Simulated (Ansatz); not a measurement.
## Si: from a trial structure to a relaxed crystal

All numbers below come from DFT r2SCAN, scalar-relativistic, plane waves, PAW in Ansatz. Cutoff 500 eV, Γ-centred k mesh, Gaussian smearing, no spin polarisation in the final step.

The start puts Si on the samarium (9R) structure type (R-3m, No. 166), at a guessed volume.

```yaml
crystal:
  lattice:
    - [1.61322, 0.93139, 7.79658]
    - [-1.61322, 0.93139, 7.79658]
    - [0.00000, -1.86278, 7.79658]
  atoms:
    - { symbol: Si, position: [0.00000, 0.00000, 0.00000] }
    - { symbol: Si, position: [0.22222, 0.22222, 0.22222] }
    - { symbol: Si, position: [0.77778, 0.77778, 0.77778] }
```

Cell and atoms relax at zero pressure; the relaxation can't lower the symmetry of the start. After a coarse first stage the cell is made exact in the group found at 0.06 Å.

Energies count from the standard state of Si at the same level.

Task: Describe the relaxed structure.

Result: It keeps R-3m (No. 166), but not the shape of the type it started on. Conventional cell: a = 3.585 Å, c = 13.084 Å. Around Si on Wyckoff site a (1 atom of the primitive cell) lie 6 Si at 2.55 Å and 2 Si at 2.88 Å; Si on Wyckoff site c (2 atoms of the primitive cell) is coordinated by 6 Si at 2.49–2.55 Å and 1 Si at 2.88 Å.

```
Si
1.0
     1.79268    1.03500    4.36133
    -1.79268    1.03500    4.36133
     0.00000   -2.07001    4.36133
Si
3
Direct
  0.00000 0.00000 0.00000
  0.21989 0.21989 0.21989
  0.78011 0.78011 0.78011
```

Task: What are its volume, energy, density and gap?

Result: The volume per atom is 16.18 Å³ and the density is 2.88 g/cm³. The energy over the standard structure is 0.50 eV/atom and the gap on the 15×15×15 mesh is 0 eV (a metal).

The final run used a 15×15×15 mesh on its 3-atom cell and 0.10 eV smearing. The k mesh leaves about 4 meV/atom of noise in metals. A structure relaxed within its symmetry needn't be a true minimum. The steps took of the order of 18 core-minutes in all.